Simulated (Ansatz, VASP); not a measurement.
SiC: VASP beside Ansatz

The input POSCAR:

```
SiC
1.0
   -0.0102207045      2.1667432205      2.1857999123
    2.1667432205     -0.0102207045      2.1857999123
    2.1565225160      2.1565225160      0.0000000000
Si C
1 1
Direct
   -0.0004335111     -0.0004335111      0.0004335111
    0.2504335111      0.2504335111      0.2495664889
```

Contents of INCAR.step1:

```
ALGO = Normal
EDIFF = 1E-4
ENCUT = 520
GGA = PE
ISMEAR = 0
LASPH = T
LCHARG = F
LREAL = F
LWAVE = T
NBANDS = 11
NELM = 100
PREC = Accurate
SIGMA = 0.01
```

INCAR.step2

```
ALGO = Normal
EDIFF = 1E-7
ENCUT = 520
ISIF = 2
ISMEAR = 0
ISTART = 1
LASPH = T
LCHARG = T
LELF = T
LMIXTAU = T
LREAL = F
LVHAR = T
LWAVE = F
METAGGA = R2SCAN
NBANDS = 11
NELM = 100
PREC = Accurate
SIGMA = 0.01
```

File KPOINTS:

```
k-points
0
Gamma
  10 10 10
```

Input for Ansatz:

```yaml
crystal:
  lattice:
    - [-0.0102207045, 2.1667432205, 2.1857999123]
    - [2.1667432205, -0.0102207045, 2.1857999123]
    - [2.156522516, 2.156522516, 0.0]
  atoms:
    - { symbol: Si, position: [-0.0004335111, -0.0004335111, 0.0004335111] }
    - { symbol: C, position: [0.2504335111, 0.2504335111, 0.2495664889] }
basis:
  ecutwfc: 500
kpoints:
  mp_grid: { grid: [10, 10, 10] }
  band_path:
    path:
      - [0.0, 0.0, 0.0]
      - [0.0, 0.0, 0.0]
      - [0.5, 0.5, 0.0]
      - [0.0, 0.5, 0.5]
      - [0.5, 0.5, 0.5]
      - [0.0, 0.0, 0.5]
      - [0.0029123286, 0.0029123286, 0.0058246572]
      - [-0.0029123286, -0.0029123286, -0.0058246572]
      - [0.0029123286, 0.0029123286, 0.0058246572]
      - [-0.0029123286, -0.0029123286, -0.0058246572]
    npoints: 1
hamiltonian:
  xc: r2scan
  pseudopotentials: { kind: paw, azcp: { folder: soft_1 } }
scf:
  occupations: { method: fixed }
  n_extra_bands: 5
output:
  forces: true
  stress: true
  eigenvalues: true
```

Alike in both runs: task single point; functional r2SCAN; k mesh 10 × 10 × 10; no spin polarisation.

|  | VASP | Ansatz |
| --- | --- | --- |
| version | VASP 6.6.1 | Ansatz 0.2.0 |
| potentials or method | VASP PAW PBE potentials, release 64 (Si, C) | scalar-relativistic, plane waves, PAW |
| plane-wave cutoff (eV) | 520 | 500 |
| occupations | gaussian, width 0.01 eV | fixed |
| valence electrons in the cell | 8 | 8 |

```tsv
	VASP	Ansatz	Ansatz less VASP
gap on the k mesh at the Fermi level (eV)	1.62	1.61	-0.013
least direct gap on the mesh (eV)	4.97	4.96	-0.008
pressure (GPa)	1.4	1.7	+0.24
largest component of the traceless stress (GPa)	2.53	2.52	-0.012
```

Caveats: the PAW data sets were made with another functional, which shifts forces and pressure a little (VASP). A k mesh can miss the band edges. r2SCAN opens gaps a little over a GGA but as a rule still falls short of measured ones.
